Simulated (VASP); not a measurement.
A run of VASP 6.6.1:

File INCAR:

```
SYSTEM = NaF
ALGO     = Normal         ! electronic algorithm
EDIFF    = 1E-8           ! SCF threshold, eV
ENCUT    = 600            ! plane-wave cutoff, eV
GGA      = PS             ! functional
ISIF     = 2              ! what is computed and relaxed
ISMEAR   = 0              ! smearing method
LASPH    = .TRUE.         ! aspherical terms in the spheres
LCHARG   = .FALSE.        ! write CHGCAR
LEPSILON = .TRUE.         ! dielectric tensor by DFPT
LREAL    = .FALSE.        ! projectors in reciprocal space
LWAVE    = .FALSE.        ! write WAVECAR
NELM     = 80             ! most SCF steps
PREC     = Accurate       ! precision mode
SIGMA    = 0.03           ! smearing width, eV
```

Contents of KPOINTS:

```
k-points
0
Monkhorst
  16 16 16
  0 0 0
```

File POSCAR:

```
NaF                                     
1.0
   -0.0000000000      2.2910640131      2.2910640131
    2.2910640131      0.0000000000      2.2910640131
    2.2910640131      2.2910640131      0.0000000000
  Na              F             
     1     1
Direct
     0.0000000000000000    0.0000000000000000    0.0000000000000000
     0.5000000000000000    0.5000000000000000    0.5000000000000000
```

Potentials or basis: VASP PAW PBE potentials, release 64 (Na_pv, F).

The run is started by

```sh
$ cat potpaw_PBE.64/Na_pv/POTCAR potpaw_PBE.64/F/POTCAR > POTCAR
$ mpirun -np 1 vasp_std > vasp.out
```

Hardware: 1 thread of AMD EPYC 7R13 Processor (Zen 3) (shared host).

Problem. How long does it take, and how much memory?

Solution. Wall time 29 min on 1 thread of AMD EPYC 7R13 Processor (Zen 3) (shared host), peak memory 0.88 GiB. Counts: scf iterations 104, k points 408.
